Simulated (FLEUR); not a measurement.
# Si2Ni: equation of state with BLYP

Si2Ni:

```
Ni Si
1.0
     0.00000    2.70300    2.70300
     2.70300    0.00000    2.70300
     2.70300    2.70300    0.00000
Ni Si
1 2
Direct
  0.00000 0.00000 0.00000
  0.75000 0.75000 0.75000
  0.25000 0.25000 0.25000
```

```json
{
  "Program": "FLEUR MaX-R8.1 (later development tree)",
  "Task": "equation of state",
  "Functional": "BLYP",
  "Potentials or basis": "all-electron",
  "Basis": "FLAPW",
  "Kmax": "5.27 1/bohr",
  "k mesh": "9 × 9 × 9",
  "Occupations": "fermi-dirac, width 0.05 eV",
  "Spin": "collinear spin, program default start"
}
```

```
Equilibrium volume : 14.22 Å³/atom (rough: see the caveat)
Bulk modulus       : 119 GPa (rough)
```

Energy against volume, from the lowest point:
```
volume (Å³/atom)  energy (meV/atom)
          12.376             112.39
          12.639              78.82
          13.166              31.39
          13.692               5.81
          13.956               0.00
```

Caveat: the minimum lies outside the volumes run.
